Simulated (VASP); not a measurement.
## Pb: band structure with PBE

The system is Pb.

```
CELL_PARAMETERS angstrom
0.00000 2.47502 2.47502
2.47502 0.00000 2.47502
2.47502 2.47502 0.00000
ATOMIC_POSITIONS crystal
Pb 0.00000 0.00000 0.00000
```

```json
{
  "Program": "VASP 6.6.1",
  "Task": "band structure",
  "Functional": "PBE",
  "Potentials or basis": "VASP PAW PBE potentials, release 64 (Pb_d)",
  "Cutoff": "520 eV",
  "k mesh": "9 × 9 × 9",
  "Occupations": "fermi-dirac, width 0.05 eV",
  "Spin": "no spin polarisation",
  "Further INCAR settings": "ALGO = Normal; EDIFF = 1e-07; NBANDS = 13"
}
```

```json
{"Band gap along the path": "none (metal or under the smearing width)"}
```

Levels at the corners of the path, in eV from the Fermi level:
```tsv
point	band 4	band 5	band 6	band 7	band 8	band 9	band 10	band 11
Γ	-16.79	-16.79	-11.61	7.56	7.56	7.56	9.90	11.48
X	-16.63	-16.63	-6.58	-3.13	2.19	2.19	5.52	6.79
X	-16.63	-16.63	-6.58	-3.13	2.19	2.19	5.52	6.79
W	-16.75	-16.63	-6.47	-1.23	-1.23	0.41	11.00	12.31
W	-16.75	-16.63	-6.47	-1.23	-1.23	0.41	11.00	12.31
K	-16.73	-16.67	-6.66	-2.14	-1.08	3.12	6.61	11.49
K	-16.73	-16.67	-6.66	-2.14	-1.08	3.12	6.61	11.49
Γ	-16.79	-16.79	-11.61	7.56	7.56	7.56	9.90	11.48
Γ	-16.79	-16.79	-11.61	7.56	7.56	7.56	9.90	11.48
L	-16.66	-16.66	-7.99	-4.06	5.72	5.72	9.38	9.61
L	-16.66	-16.66	-7.99	-4.06	5.72	5.72	9.38	9.61
U	-16.73	-16.67	-6.66	-2.14	-1.08	3.12	6.61	11.49
U	-16.73	-16.67	-6.66	-2.14	-1.08	3.12	6.61	11.49
W	-16.75	-16.63	-6.47	-1.23	-1.23	0.41	11.00	12.31
W	-16.75	-16.63	-6.47	-1.23	-1.23	0.41	11.00	12.31
L	-16.66	-16.66	-7.99	-4.06	5.72	5.72	9.38	9.61
L	-16.66	-16.66	-7.99	-4.06	5.72	5.72	9.38	9.61
K	-16.73	-16.67	-6.66	-2.14	-1.08	3.12	6.61	11.49
U	-16.73	-16.67	-6.66	-2.14	-1.08	3.12	6.61	11.49
X	-16.63	-16.63	-6.58	-3.13	2.19	2.19	5.52	6.79
```

Run time: 18 s on 1 thread of Intel(R) Xeon(R) 6975P-C (Granite Rapids) (shared host), peak memory 0.17 GiB.

Caveat: the log is that of the step along the path at fixed density, whose energy, stress, charges and moments have no meaning; spin-orbit coupling is left out, which moves the levels of the heavy elements.
